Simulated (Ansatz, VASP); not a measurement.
One calculation of Sr, two programs

File INCAR:

```
  PREC = Accurate
  ENCUT = 520
  EDIFF = 1E-8
  ISMEAR = -1
  SIGMA = 0.05
  LREAL = False
  LASPH = True
  NELM = 80
  ALGO = Fast
  ISIF = 2
  LWAVE = False
  LCHARG = False
  GGA = PE
  LEFG = True
  NBANDS = 11
```

Contents of KPOINTS:

```
regular mesh
0
Gamma
  5 5 5
```

The input POSCAR:

```
Sr
1.0
   -2.4250000000      2.4250000000      2.4250000000
    2.4250000000     -2.4250000000      2.4250000000
    2.4250000000      2.4250000000     -2.4250000000
Sr
1
Direct
    0.0000000000      0.0000000000      0.0000000000
```

Input for Ansatz:

```yaml
crystal:
  lattice:
    - [-2.425, 2.425, 2.425]
    - [2.425, -2.425, 2.425]
    - [2.425, 2.425, -2.425]
  atoms:
    - { symbol: Sr, position: [0.0, 0.0, 0.0] }
kpoints:
  mp_grid: { grid: [5, 5, 5] }
scf:
  occupations: { method: fermi_dirac, width: 0.05 }
hamiltonian:
  xc: pbe
  pseudopotentials: { kind: paw }
output:
  forces: true
  stress: true
  eigenvalues: true
  efg: { contact_densities: true }
```

Alike in both runs: task electric field gradients; functional PBE; k mesh 5 × 5 × 5; occupations fermi-dirac, width 0.05 eV; no spin polarisation.

|  | VASP | Ansatz |
| --- | --- | --- |
| version | VASP 6.6.1 | Ansatz 0.2.0 |
| potentials or method | VASP PAW PBE potentials, release 64 (Sr_sv) | PAW with Ansatz's default frozen-core files, scalar-relativistic |
| plane-wave cutoff (eV) | 520 | 420 |
| valence electrons in the cell | 10 | 10 |

Ansatz gave:

```
pressure (GPa)                                                 : -0.5
Vzz of the field gradient on the site that differs most (V/Å²) : 0.0
```

Problem. Which values does VASP return?

Solution. Pressure (GPa): -0.6; Vzz of the field gradient on the site that differs most (V/Å²): 0.0.

With one functional, cell and mesh, what is left measures potentials, basis and numerics. Ansatz warned: «gradients_without_spin_orbit».

Caveats: the k mesh is coarse (spacing up to 0.37 Å⁻¹), so the values aren't converged.
